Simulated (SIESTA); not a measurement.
## Gd under changes of volume

One of the cells (35.272 Å³/atom); the others are scaled copies at fixed shape and fractional positions:

```xyz
1
Lattice="0.0000 2.6029 2.6029 2.6029 0.0000 2.6029 2.6029 2.6029 0.0000" Properties=species:S:1:pos:R:3 pbc="T T T"
Gd    0.0000    0.0000    0.0000
```

This isn't the form of Gd at room conditions, which is hcp.

| Item | Value |
| --- | --- |
| Program | SIESTA 5.4.2 |
| Functional | PBE |
| Potentials or basis | PseudoDojo 3+ lanthanides (4f in the core) (PBE files) |
| Basis | DZP (energy shift 0.002 Ry; radii capped at 9.5 bohr) |
| Grid cutoff | 800 Ry |
| Energy shift | 0.002 Ry |
| k mesh | 9 × 9 × 9 |
| Occupations | fermi-dirac, width 0.05 eV |
| Spin | collinear spin, ferromagnetic start |
| Starting moments | [7.0] μB |

| volume (Å³/atom) | energy over the lowest point (meV/atom) | pressure (GPa) |
| --- | --- | --- |
| 32.505 | 0.00 | 0.3 |
| 33.197 | ? | ? |
| 33.888 | 5.29 | -1.4 |
| 35.272 | 24.70 | -3.0 |
| 35.963 | 39.17 | -3.6 |
| 36.655 | 56.26 | -4.2 |

What does the run at 33.197 Å³/atom give?

Energy over the lowest point 0.69 meV/atom; pressure -0.6 GPa.

Worked out: A Birch-Murnaghan fit of order 3 (a polynomial in V^(-2/3)) to the other rows has its minimum at 32.73 Å³/atom with B0 = V·E''(V) = 44 GPa and B' = 2.8. It gives 0.72 meV/atom at 33.197 Å³/atom, against the run's 0.69, and -dE/dV = -0.6 GPa, against -0.6.

Energies are extrapolated to zero smearing.

Caveats: semicore shells carry a single zeta, which can move pressures by several GPa and volumes by a few percent; the basis of atomic orbitals isn't converged, which shifts pressures, moduli and gaps.
